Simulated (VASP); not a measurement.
# Sb (Pm-3m) in VASP: a series of runs, part 2 of 2

VASP 6.6.1. Earlier steps stand in the parts before.

### Step 3. Single point, PBE

File INCAR:

```
PREC     = Accurate       # precision mode
ENCUT    = 450            # plane-wave cutoff, eV
EDIFF    = 1E-6           # SCF threshold, eV
ISMEAR   = 0              # smearing method
SIGMA    = 0.02           # smearing width, eV
LREAL    = F              # projectors in reciprocal space
LASPH    = T              # aspherical terms in the spheres
NELM     = 100            # most SCF steps
ALGO     = Normal         # electronic algorithm
ISIF     = 2              # what is computed and relaxed
LWAVE    = F              # write WAVECAR
LCHARG   = T              # write CHGCAR
GGA      = PE             # functional
LELF     = T              # ELF
LVHAR    = T
```

File KPOINTS:

```
regular mesh
0
Gamma
  4 4 4
```

File POSCAR:

```
Sb
1.0
    3.1600000000      0.0000000000      0.0000000000
    0.0000000000      3.1600000000      0.0000000000
    0.0000000000      0.0000000000      3.1600000000
Sb
1
Direct
    0.0000000000      0.0000000000      0.0000000000
```

Potentials or basis: VASP PAW PBE potentials, release 64 (Sb_d_GW).

Launch:

```console
> cat potpaw_PBE.64/Sb_d_GW/POTCAR > POTCAR
> mpirun -np 1 vasp_std > vasp.out
```

OUTCAR:

```text
PREC = Accurate
   ENCUT = 450
   EDIFF = 1E-6
   ISMEAR = 0
   LREAL = F
   LASPH = T
   NELM = 100
   ISIF = 2
   GGA = PE

 ion  position               nearest neighbor table
   1  0.000  0.000  0.000-

  LATTYP: Found a simple cubic cell.
 ALAT       =     3.1600000000

  Lattice vectors:

 A1 = (   3.1600000000,   0.0000000000,   0.0000000000)
 A2 = (   0.0000000000,   3.1600000000,   0.0000000000)
 A3 = (   0.0000000000,   0.0000000000,   3.1600000000)

[... 303 lines left out ...]
     10       9.5741      0.00000
     11       9.5741      0.00000

------------------------ aborting loop because EDIFF is reached ----------------------------------------

  FORCE on cell =-STRESS in cart. coord.  units (eV):
  Direction    XX          YY          ZZ          XY          YZ          ZX
  --------------------------------------------------------------------------------------
  -------------------------------------------------------------------------------------
  Total       -0.5866707     -0.5866707     -0.5866707     -0.0000000     -0.0000000      0.0000000
  in kB      -29.7881628    -29.7881628    -29.7881628     -0.0000000     -0.0000000      0.0000000
  external PRESSURE =     -29.7881628 kB  Pullay stress =       0.0000000 kB

 VOLUME and BASIS-vectors are now :
 -----------------------------------------------------------------------------
  energy-cutoff  :      450.00
  volume of cell :       31.55
      direct lattice vectors                 reciprocal lattice vectors
     3.160000000  0.000000000  0.000000000     0.316455696  0.000000000  0.000000000
     0.000000000  3.160000000  0.000000000     0.000000000  0.316455696  0.000000000
     0.000000000  0.000000000  3.160000000     0.000000000  0.000000000  0.316455696

 POSITION                                       TOTAL-FORCE (eV/Angst)
 -----------------------------------------------------------------------------------
      0.00000      0.00000      0.00000         0.000000      0.000000      0.000000
 -----------------------------------------------------------------------------------
    total drift:                                0.000000     -0.000000      0.000000

  FREE ENERGIE OF THE ION-ELECTRON SYSTEM (eV)
  ---------------------------------------------------
  free  energy   TOTEN  =        -3.7002619459 eV

  energy  without entropy=       -3.6987127511  energy(sigma->0) =       -3.69948735
```

stdout:

```text
POSCAR found type information on POSCAR Sb
 POSCAR found :  1 types and       1 ions
 scaLAPACK will be used
 LDA part: xc-table for (Slater+PW92), standard interpolation
 POSCAR, INCAR and KPOINTS ok, starting setup
 FFT: planning ... GRIDC
 FFT: planning ... GRID_SOFT
 FFT: planning ... GRID
 WAVECAR not read
 entering main loop
```

Wall time 4 s (1 thread of Intel Xeon Platinum 8559C (Emerald Rapids), shared host); peak memory 0.14 GiB.

Results:

```
Free energy            : -3.7003 eV
Pressure               : -3.0 GPa
Band gap on the k mesh : none (metal or under the smearing width)
```

Caveat: the k mesh is coarse (spacing up to 0.50 Å⁻¹), so the values aren't converged. Spin-orbit coupling is left out, which matters for the levels of Sb.

### Step 4. Single point, PBE

This run uses another cell than the first one, of 179.74 Å³/atom, 5.696 times its volume.

File INCAR:

```
SYSTEM = Sb
  PREC = Accurate
  ENCUT = 600
  EDIFF = 1E-7
  ISMEAR = 1
  SIGMA = 0.1
  LREAL = .False.
  LASPH = .True.
  NELM = 120
  ALGO = Normal
  ISIF = 2
  LWAVE = .False.
  LCHARG = .False.
  LDIPOL = .True.
  IDIPOL = 3
  DIPOL = 0.5 0.5 0.500
  GGA = PE
  NBANDS = 12
  LVHAR = .True.
  LVACPOTAV = .True.
```

File KPOINTS:

```
regular mesh
0
Gamma
  16 16 1
  0 0 0
```

File POSCAR:

```
Sb
1.0
    3.1600000000      0.0000000000      0.0000000000
    0.0000000000      3.1600000000      0.0000000000
    0.0000000000      0.0000000000     18.0000000000
Sb
1
Direct
    0.0000000000      0.0000000000      0.5000000000
```

Potentials or basis: VASP PAW PBE potentials, release 64 (Sb).

Launch:

```console
> cat potpaw_PBE.64/Sb/POTCAR > POTCAR
> mpirun -np 1 vasp_std > vasp.out
```

OUTCAR:

```text
SYSTEM = Sb
   PREC = Accurate
   ENCUT = 600
   EDIFF = 1E-7
   ISMEAR = 1
   LREAL = .False.
   LASPH = .True.
   NELM = 120
   ISIF = 2
   GGA = PE

 Found     45 irreducible k-points:

 Following reciprocal coordinates:
            Coordinates               Weight
  0.000000  0.000000  0.000000      1.000000
  0.062500  0.000000  0.000000      4.000000
  0.125000  0.000000  0.000000      4.000000
  0.187500  0.000000  0.000000      4.000000
  0.250000  0.000000  0.000000      4.000000
  0.312500  0.000000  0.000000      4.000000
[... 173 lines left out ...]
 vacuum level on the upper side and lower side of the slab       (xc-potential included)        -0.105        -0.105

  FORCE on cell =-STRESS in cart. coord.  units (eV):
  Direction    XX          YY          ZZ          XY          YZ          ZX
  --------------------------------------------------------------------------------------
  -------------------------------------------------------------------------------------
  Total       -1.9024065     -1.9024065     -0.0007618      0.0000000      0.0000000     -0.0000000
  in kB      -16.9577113    -16.9577113     -0.0067904      0.0000000      0.0000000     -0.0000000
  external PRESSURE =     -11.3074043 kB  Pullay stress =       0.0000000 kB

 VOLUME and BASIS-vectors are now :
 -----------------------------------------------------------------------------
  energy-cutoff  :      600.00
  volume of cell :      179.74
      direct lattice vectors                 reciprocal lattice vectors
     3.160000000  0.000000000  0.000000000     0.316455696  0.000000000  0.000000000
     0.000000000  3.160000000  0.000000000     0.000000000  0.316455696  0.000000000
     0.000000000  0.000000000 18.000000000     0.000000000  0.000000000  0.055555556

 POSITION                                       TOTAL-FORCE (eV/Angst)
 -----------------------------------------------------------------------------------
      0.00000      0.00000      9.00000         0.000000      0.000000      0.000000
 -----------------------------------------------------------------------------------
    total drift:                                0.000000      0.000000      0.000000

  FREE ENERGIE OF THE ION-ELECTRON SYSTEM (eV)
  ---------------------------------------------------
  free  energy   TOTEN  =        -3.4412826793 eV

  energy  without entropy=       -3.4402658946  energy(sigma->0) =       -3.44094375

 vacuum level on the upper side and lower side of the slab         1.957         1.957
```

stdout:

```text
POSCAR found type information on POSCAR Sb
 POSCAR found :  1 types and       1 ions
 scaLAPACK will be used
 LDA part: xc-table for (Slater+PW92), standard interpolation
 POSCAR, INCAR and KPOINTS ok, starting setup
 FFT: planning ... GRIDC
 FFT: planning ... GRID_SOFT
 FFT: planning ... GRID
 WAVECAR not read
 entering main loop
```

It took 90 s on 1 thread of Intel Xeon Platinum 8559C (Emerald Rapids), shared host; peak memory 0.35 GiB.

These settings aren't checked as converged: the numbers below hold their error.

What came out:

| Quantity | Value |
| --- | --- |
| Free energy | -3.4413 eV |
| Band gap on the k mesh | none (metal or under the smearing width) |
| Work function of the upper face | 4.90 eV |
| Work function of the lower face | 4.90 eV |

### Step 5. Single point, PBE

This run uses another cell than the first one, of 179.74 Å³/atom, 5.696 times its volume.

Edit INCAR of step 4 so:

```diff
@@ -2,3 +2,3 @@
   PREC = Accurate
-  ENCUT = 600
+  ENCUT = 750
   EDIFF = 1E-7
```

KPOINTS is that of step 4.

POSCAR is that of step 4.

Launch:

```console
> cat potpaw_PBE.64/Sb/POTCAR > POTCAR
> mpirun -np 1 vasp_std > vasp.out
```

It took 1.8 min on 1 thread of Intel Xeon Platinum 8559C (Emerald Rapids), shared host; peak memory 0.42 GiB.

These settings aren't checked as converged: the numbers below hold their error.

Results:

```
Free energy                     : -3.4413 eV
Band gap on the k mesh          : none (metal or under the smearing width)
Work function of the upper face : 4.90 eV
Work function of the lower face : 4.90 eV
```

### Step 6. The reference run

An earlier run on the cell as given: functional PBE; potentials or basis VASP PAW PBE potentials, release 64 (Sb); cutoff 520 eV; k mesh 8 × 8 × 8; occupations fermi-dirac, width 0.05 eV; no spin polarisation.

* Pressure: -2.3 GPa
* Band gap on the k mesh: none (metal or under the smearing width)

### Step 7. Overview

| potentials or basis | k mesh | cutoff (eV) | smearing | mesh quality | gap on the mesh (eV) | pressure (GPa) |
| --- | --- | --- | --- | --- | --- | --- |
| VASP PAW PBE potentials, release 64 (Sb_d_GW) | 4 × 4 × 4 | 500 | gaussian 0.02 eV | coarse | none | -3.0 |
| VASP PAW PBE potentials, release 64 (Sb_d_GW) | 4 × 4 × 4 | 450 | gaussian 0.02 eV | coarse | none | -3.0 |
| VASP PAW PBE potentials, release 64 (Sb) | 8 × 8 × 8 | 520 | fermi-dirac 0.05 eV | not flagged | none | -2.3 |

Alike in all rows: task single point; level PBE; no spin polarisation; cell as given.

Caveats: some runs use coarse meshes.

Absolute energies hang on the potentials; compare differences alone.
